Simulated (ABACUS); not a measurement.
The system is InP.

```xyz
2
Lattice="0.0000 2.9305 2.9305 2.9305 0.0000 2.9305 2.9305 2.9305 0.0000" Properties=species:S:1:pos:R:3 pbc="T T T"
In    0.0000    0.0000    0.0000
P     1.4652    1.4652    1.4652
```

Program: ABACUS 3.10.1. Alike in all runs: task single point; no spin polarisation; cell as given; smearing fermi-dirac 0.05 eV.

Problem. Order these runs on this cell by their pressure, lowest first.
A. level revTPSS; potentials or basis SG15 ONCV 1.2 PBE, plane waves; k mesh 5 × 5 × 5; cutoff (eV) 1116; radial cutoff of the potentials (pseudo_rcut) 7 bohr
B. level revPBE; potentials or basis PseudoDojo NC SR 0.4.1 PBE standard, plane waves; k mesh 6 × 6 × 6; cutoff (eV) 966; radial cutoff of the potentials (pseudo_rcut) 10 bohr
C. level rSCAN; potentials or basis SG15 ONCV 1.2 PBE, plane waves; k mesh 5 × 5 × 5; cutoff (eV) 1116; radial cutoff of the potentials (pseudo_rcut) 10 bohr

Solution. C (0.3 GPa), A (2.0 GPa), B (4.6 GPa).

Caveats: the potentials were made for another functional, which shifts forces and pressure.
